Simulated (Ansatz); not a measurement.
# C9O: the cost of one run

Program: Ansatz 0.2.0. Level of theory: DFT PBE+D3(BJ), scalar-relativistic, plane waves, PAW. These are calculated values, not measurements.

### Step 1. The structure to begin with

The structure is hexagonal, space group P6mm (No. 183). The conventional cell has a = 4.931 Å, b = 4.931 Å, c = 16.650 Å, α = 90.00°, β = 90.00°, γ = 120.00°. C (site symmetry m) has 3 C at 1.42 Å as nearest neighbours. C (site symmetry 3m) has 3 C at 1.42 Å as nearest neighbours. Around C (site symmetry 6mm) lie 1 O at 1.14 Å. O (site symmetry 6mm) has 1 C at 1.14 Å as nearest neighbours.

Structure file:

```cif
data_structure
_symmetry_space_group_name_H-M 'P 1'
_symmetry_Int_Tables_number 1
_cell_length_a 4.9313
_cell_length_b 4.9313
_cell_length_c 16.6500
_cell_angle_alpha 90.000
_cell_angle_beta 90.000
_cell_angle_gamma 120.000
_cell_volume 350.65
loop_
_atom_site_label
_atom_site_type_symbol
_atom_site_fract_x
_atom_site_fract_y
_atom_site_fract_z
_atom_site_occupancy
C1 C 0.33333 0.16667 0.24024 1
C2 C 0.33333 0.66667 0.24024 1
C3 C 0.83333 0.16667 0.24024 1
C4 C 0.83333 0.66667 0.24024 1
C5 C 0.16667 0.33333 0.24024 1
C6 C 0.16667 0.83333 0.24024 1
C7 C 0.66667 0.33333 0.24024 1
C8 C 0.66667 0.83333 0.24024 1
C9 C 0.50000 0.50000 0.43204 1
O1 O 0.50000 0.50000 0.50029 1
```

This is the geometry at the first point of the grid.

### Step 2. The grid

Atoms count from 1 in the order of the input.

CO is moved over the surface cell; relaxed at each place: the height of the adsorbate's atoms; substrate rigid; the origin of the map has the adsorbate above C1.

First coordinate, position of C9 along the first surface vector, from above C1: 6 values from 0.000 to 0.833, periodic. Second coordinate, position of C9 along the second surface vector, from above C1: 6 values from 0.000 to 0.833, periodic.

Relaxed at each point: the height of the adsorbate's atoms; substrate rigid. Points are written as (first, second).

The two vectors of the plane (Å): (2.466, 0.000, 0.000); (-1.233, 2.135, 0.000).

### Step 3. Grid point (0/6, 0/6) of the map's two axes

input.yaml reads:

```yaml
crystal:
  lattice:
    - [4.9313048819, 0.0, 0.0]
    - [-2.4656524409, 4.2706353015, 0.0]
    - [0.0, 0.0, 16.6500331942]
  atoms:
    - { symbol: C, position: [0.3333333333, 0.1666666667, 0.2402417549] }
    - { symbol: C, position: [0.3333333333, 0.6666666667, 0.2402417549] }
    - { symbol: C, position: [0.8333333333, 0.1666666667, 0.2402417549] }
    - { symbol: C, position: [0.8333333333, 0.6666666667, 0.2402417549] }
    - { symbol: C, position: [0.1666666667, 0.3333333333, 0.2402397613] }
    - { symbol: C, position: [0.1666666667, 0.8333333333, 0.2402397613] }
    - { symbol: C, position: [0.6666666667, 0.3333333333, 0.2402397613] }
    - { symbol: C, position: [0.6666666667, 0.8333333333, 0.2402397613] }
    - { symbol: C, position: [0.3333333333, 0.1666666667, 0.3351364606] }
    - { symbol: O, position: [0.3333333333, 0.1666666667, 0.404205392] }
basis:
  ecutwfc: 420
kpoints:
  mp_grid: { grid: [6, 6, 1] }
hamiltonian:
  xc: pbe
  pseudopotentials: { kind: paw, azcp: { folder: soft_1 } }
  dispersion: d3bj
scf:
  occupations: { method: gaussian, width: 0.1 }
output:
  forces: true
  eigenvalues: true
relax:
  adjacent_minimum: "off"
  f_tol: 0.025
  max_steps: 16
  constraints: [{ sites: [0, 1, 2, 3, 4, 5, 6, 7] }, { sites: [8, 9], fix: xy }]
efield:
  axis: 3
  dipole_correction: true
  ramp_width: 0.04
```

The run is started by

```bash
ansatz run input.yaml --threads 1 --pin off --max-ram 3072MiB --backend cpu --events-out ev --progress --plain --runs-dir out
```

What time and memory should one allow on 1 thread of Arm Neoverse V1, shared host?

About 2 min, with a peak of 0.45 GiB.
